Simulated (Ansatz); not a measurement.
A set of 12 reactions (hydrogen abstraction), with CCSD(T)/CBS values in kJ/mol:

```tsv
reaction	ΔE
`[SiH3][S][GeH3]` + `F[C](F)F`• → `[SiH2][S][GeH3]`• + `FC(F)F`	-80.2
`COBO` + H• → `CO[B]O`• + H₂	15.7
`[CH3][GeH2][Br]` + Cl• → `[CH3][GeH][Br]`• + HCl	-73.7
`[SiH3][S][GeH3]` + `[CH3]`• → `[SiH2][S][GeH3]`• + CH₄	-73.6
`F[Si](S)(Cl)Cl` + `[OH]`• → `F[Si]([S])(Cl)Cl`• + H₂O	-128.0
`C#CCO` + F• → `C#CC[O]`• + H–F	-111.7
`[CH3][GeH2][Br]` + F• → `[CH3][GeH][Br]`• + H–F	-219.0
`[Cl][SnH]([Cl])[Cl]` + `[SiH3]`• → `[Cl][Sn]([Cl])[Cl]`• + SiH₄	-89.3
`[Cl][SnH]([Cl])[Cl]` + `[OH]`• → `[Cl][Sn]([Cl])[Cl]`• + H₂O	-211.9
`COBO` + `[CH3]`• → `CO[B]O`• + CH₄	4.0
`F[Si](S)(Cl)Cl` + H• → `F[Si]([S])(Cl)Cl`• + H₂	-59.1
`[SiH3][S][GeH3]` + `[SiH3]`• → `[SiH2][S][GeH3]`• + SiH₄	-8.2
```

Calculated with Ansatz (gas phase, PBE0-D4/def2-TZVP geometries, no zero-point term in ΔE). CCSD(T)/CBS adds triple-zeta CCSD(T) − MP2 to the extrapolated MP2 energy (def2 sets, frozen cores). This one scheme is used for every species, atoms too. DFT in def2-TZVPP. B3LYP here is the variant with VWN-RPA as its local correlation; programs differ in this. Open shells (•) are unrestricted, without spin–orbit coupling. Spin–orbit coupling would lower the free atoms: a little for Cl, F. def2 core potentials past Kr. Bonds to Br, Ge, Sn are less sure, by a few kJ/mol each and by 10 to 20 or more in all where they break to atoms, as the def2 sets lack core-valence functions. Scalar relativity is left out up to krypton. Each species was taken in one conformer, which may not be the lowest.

(1) Give the mean, mean absolute and largest difference (level minus CCSD(T)/CBS, kJ/mol) for: PBE-D4, r2SCAN-D4, B3LYP-D4, ωB97X-V, ωB97M-V, B2PLYP, PBE, r2SCAN, PBE0, B3LYP, SCS-MP2/def2-TZVPP, MP2/def2-QZVPP, MP2/CBS(def2), CCSD/CBS(def2). (Best estimate.)

The largest T1 diagnostic in the set is 0.019, for `C#CC[O]`• (customary mark 0.045).

CCSD(T)/CBS is a level of theory with its own doubt, and the functionals carry their triple-zeta basis error, so these figures describe this set and don't rank the functionals.

Results:

(1) Ansatz gave: 
| level | mean | mean absolute | largest |
| --- | --- | --- | --- |
| PBE-D4 | -14.5 | 15.6 | -31.1 |
| r2SCAN-D4 | -5.4 | 8.1 | -16.8 |
| B3LYP-D4 | -6.7 | 8.3 | -22.3 |
| ωB97X-V | 4.2 | 5.7 | 14.2 |
| ωB97M-V | 0.3 | 4.6 | -12.5 |
| B2PLYP | -2.7 | 4.2 | -14.2 |
| PBE | -15.2 | 16.0 | -32.3 |
| r2SCAN | -5.6 | 8.2 | -17.0 |
| PBE0 | -3.1 | 5.9 | -13.3 |
| B3LYP | -7.7 | 9.0 | -23.4 |
| SCS-MP2/def2-TZVPP | 3.5 | 3.7 | 15.7 |
| MP2/def2-QZVPP | -3.2 | 9.7 | -21.8 |
| MP2/CBS(def2) | -4.4 | 10.7 | -26.7 |
| CCSD/CBS(def2) | 2.5 | 3.4 | 7.3 |
